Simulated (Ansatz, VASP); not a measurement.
Pb: VASP beside Ansatz

```xyz
1
Lattice="-0.0124 2.4750 2.4750 2.4750 -0.0124 2.4750 2.4626 2.4626 0.0000" Properties=species:S:1:pos:R:3 pbc="T T T"
Pb    0.0000    0.0000    0.0000
```

Alike in both runs: functional PBEsol; k mesh 8 × 8 × 8; occupations fermi-dirac, width 0.05 eV; no spin polarisation.

|  | VASP | Ansatz |
| --- | --- | --- |
| version | VASP 6.6.1 | Ansatz 0.2.0 |
| potentials or method | VASP PAW PBE potentials, release 64 (Pb_d) | Ansatz PAW |
| plane-wave cutoff (eV) | 520 | 420 |
| valence electrons in the cell | 14 | 14 |
| task | single point | band structure |

```csv
,VASP,Ansatz,Ansatz less VASP
gap on the k mesh at the Fermi level (eV),none,none,-
pressure (GPa),-0.4,-0.3,+0.09
largest component of the traceless stress (GPa),0.28,0.28,-0.002
```

A gap of «none» marks a metal or a gap that the smearing closes. With one functional, cell and mesh, what is left measures potentials, basis and numerics.

Caveats: the PAW data sets were made with another functional, which shifts forces and pressure a little (VASP); spin-orbit coupling is left out, which moves the levels of the heavy elements (Ansatz); the PAW data sets come from PBE, with cores solved anew for the run's functional, which leaves a small shift of forces and pressure (Ansatz). The runs have no spin-orbit coupling, so splittings on Pb are missing.
